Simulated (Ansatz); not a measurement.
## CdS: all-electron results

```xyz
4
Lattice="4.1348 0.0000 0.0000 -2.0674 3.5808 0.0000 0.0000 0.0000 6.7490" Properties=species:S:1:pos:R:3 pbc="T T T"
Cd    0.0000    2.3872    0.0000
Cd    2.0674    1.1936    3.3745
S     0.0000    2.3872    2.5984
S     2.0674    1.1936    5.9729
```

Atoms are numbered in the order listed.

The cell is COD entry 9008862, as deposited and not checked against the literature; nothing was relaxed. It differs from other determinations.

All numbers are computed: DFT, PBEsol, all-electron LAPW, scalar-relativistic (Ansatz 0.2.0); DFT, PBEsol, PAW with Ansatz's default frozen-core files, scalar-relativistic (Ansatz 0.2.0).

For LAPW: a Γ-centred 7×7×4 k mesh, Fermi–Dirac smearing of 0.01 eV, basis error target 1 meV/atom, no spin polarisation. PAW takes a cutoff of 420 eV at this cell (files made with PBE, cores remade for this functional). The Ansatz runs share mesh, smearing and spin set-up. Values come from LAPW unless marked.

```
Pressure at this cell                                                                                                  : -0.53 GPa
Band gap                                                                                                               : 1.09 eV, direct at Γ
Stress xx, yy, zz (compression positive)                                                                               : 0.15, 0.15, -1.89 GPa
Largest force                                                                                                          : 0.246 eV/Å on S4
Löwdin charges (with 0.39 e of the cell spilling out of the atomic basis, so their sizes and signs hang on that basis) : Cd1 1.27, S3 -1.07 e
Bader charges (from the PAW run)                                                                                       : Cd1 +0.82, S3 -0.82 e
Volume per atom                                                                                                        : 168.6 bohr³
```
